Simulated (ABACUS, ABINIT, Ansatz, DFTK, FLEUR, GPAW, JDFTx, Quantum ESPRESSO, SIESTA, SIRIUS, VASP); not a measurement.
**MoS2: 12 runs at one level of theory**

```
CELL_PARAMETERS angstrom
1.58000 0.91221 6.15000
-1.58000 0.91221 6.15000
0.00000 -1.82443 6.15000
ATOMIC_POSITIONS crystal
Mo 0.00000 0.00000 0.00000
S 0.41700 0.41700 0.41700
S 0.25000 0.25000 0.25000
```

Measurements of this composition are mostly on another form, of space group No. 194.

Alike in all runs: task single point; functional PBEsol; k mesh 10 × 10 × 10; occupations fermi-dirac, width 0.05 eV; no spin polarisation; no spin-orbit coupling. Pressure is positive in compression and, in plane waves, holds the error of the finite cutoff.

```csv
program and potentials,plane-wave cutoff (eV),notes,pressure (GPa),largest force (eV/Å)
"JDFTx, PseudoDojo-SR-PBEsol-0.4.1-standard with smoothed tails",1088,-,0.41,0.269
"FLEUR, all-electron, FLAPW",-,-,-,0.269
"SIRIUS, all-electron FP-LAPW, apw+lo standard",-,-,-,0.259
"DFTK, PseudoDojo SR PBEsol 0.4.1 standard (PBEsol)",1088,-,0.41,0.268
"ABACUS, PseudoDojo NC SR 0.4.1 PBEsol standard, plane waves",1102,-,?,?
"SIRIUS, PseudoDojo 0.4.1 PBEsol standard (scalar relativistic)",1102,-,0.41,0.268
"VASP, PBE PAW files Mo_sv, S, 520 eV",520,potentials made for PBE,0.33,0.260
"Ansatz, all-electron LAPW, scalar-relativistic",-,-,0.36,0.260
"SIESTA, files PseudoDojo sr-pbesol-0.4.1-standard, DZP (energy shift 0.003 Ry; two zetas on semicore shells)",-,atomic basis,3.37,0.710
"GPAW, PAW data sets generated for this functional",600,-,0.21,0.257
"ABINIT, PseudoDojo NC SR PBEsol v0.4.1 standard",1088,-,0.41,0.268
"Quantum ESPRESSO, GBRV 1.5 PBEsol",612,-,0.01,0.242
```

**Question.** Estimate from the other rows what the run with ABACUS, PseudoDojo NC SR 0.4.1 PBEsol standard, plane waves gave.

**Answer.** Pressure 0.41 GPa; largest force 0.271 eV/Å. The other rows, which needn't bracket it: pressure 0.01 to 3.37; largest force 0.242 to 0.710.
